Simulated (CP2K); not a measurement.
A run of CP2K 2026.2 is set up as follows.

ge_scf.inp

```
&GLOBAL
  PROJECT ge_scf
  RUN_TYPE ENERGY_FORCE
  PRINT_LEVEL LOW
&END GLOBAL
&FORCE_EVAL
  METHOD QS
  STRESS_TENSOR ANALYTICAL
  &DFT
    BASIS_SET_FILE_NAME BASIS_MOLOPT_UZH
    POTENTIAL_FILE_NAME POTENTIAL_UZH
    &MGRID
      CUTOFF 450
      REL_CUTOFF 60
      NGRIDS 5
    &END MGRID
    &QS
      METHOD GPW
      EPS_DEFAULT 1.0E-10
    &END QS
    &KPOINTS
      SCHEME MONKHORST-PACK 10 10 6
      GAMMA_CENTERED T
      SYMMETRY T
      SYMMETRY_BACKEND SPGLIB
    &END KPOINTS
    &SCF
      SCF_GUESS ATOMIC
      EPS_SCF 1.0E-6
      MAX_SCF 100
      ADDED_MOS 10
      CHOLESKY OFF
      EPS_EIGVAL 1.0E-7
      &DIAGONALIZATION ON
        ALGORITHM STANDARD
      &END DIAGONALIZATION
      &MIXING ON
        METHOD BROYDEN_MIXING
        ALPHA 0.4
        BETA 1.5
        NBUFFER 8
      &END MIXING
      &SMEAR ON
        METHOD FERMI_DIRAC
        ELECTRONIC_TEMPERATURE 580.23
      &END SMEAR
    &END SCF
    &XC
      &XC_FUNCTIONAL
        &GGA_X_PBE_SOL
        &END GGA_X_PBE_SOL
        &GGA_C_PBE_SOL
        &END GGA_C_PBE_SOL
      &END XC_FUNCTIONAL
    &END XC
    &PRINT
      &KPOINTS ON
      &END KPOINTS
      &MULLIKEN ON
      &END MULLIKEN
      &MO ON
        ENERGIES T
        OCCUPATION_NUMBERS T
        &EACH
          QS_SCF 0
        &END EACH
        ADD_LAST NUMERIC
      &END MO
      &LOWDIN ON
      &END LOWDIN
      &HIRSHFELD ON
        SHAPE_FUNCTION DENSITY
      &END HIRSHFELD
    &END PRINT
  &END DFT
  &SUBSYS
    &CELL
      ABC 2.9911060964 2.9911060963 4.7275957900
      ALPHA_BETA_GAMMA 90.0000000000 90.0000000000 120.3315100049
      PERIODIC XYZ
    &END CELL
    &COORD
      SCALED
      Ge  0.3271040000 0.6793620000 0.2532250000
      Ge  0.6791040000 0.3358940000 0.7452560000
    &END COORD
    &KIND Ge
      BASIS_SET TZVP-MOLOPT-PBE-GTH-q4
      POTENTIAL GTH-PBE-q4
    &END KIND
    &PRINT
      &ATOMIC_COORDINATES ON
      &END ATOMIC_COORDINATES
      &CELL ON
      &END CELL
    &END PRINT
  &END SUBSYS
  &PRINT
    &FORCES ON
    &END FORCES
    &STRESS_TENSOR ON
    &END STRESS_TENSOR
  &END PRINT
&END FORCE_EVAL
```

Potentials or basis: POTENTIAL_UZH Ge GTH-PBE-q4; TZVP-MOLOPT-PBE-GTH basis.

Launch:

```bash
$ OMP_NUM_THREADS=1 cp2k.psmp -i ge_scf.inp -o ge_scf.out
```

**Question.** Estimate the band gap on the k mesh.

**Answer.** None (metal or under the smearing width).

**Question.** Predict the largest force.

**Answer.** 0.062 eV/Å.

Stress tensor (GPa, compression positive):
```
 3.06  0.19 -0.10
 0.19  3.29  0.02
-0.10  0.02  5.91
```

Caveat: the potentials were made for another functional, which shifts forces and pressure; the basis of atomic orbitals isn't converged, which shifts pressures, moduli and gaps.
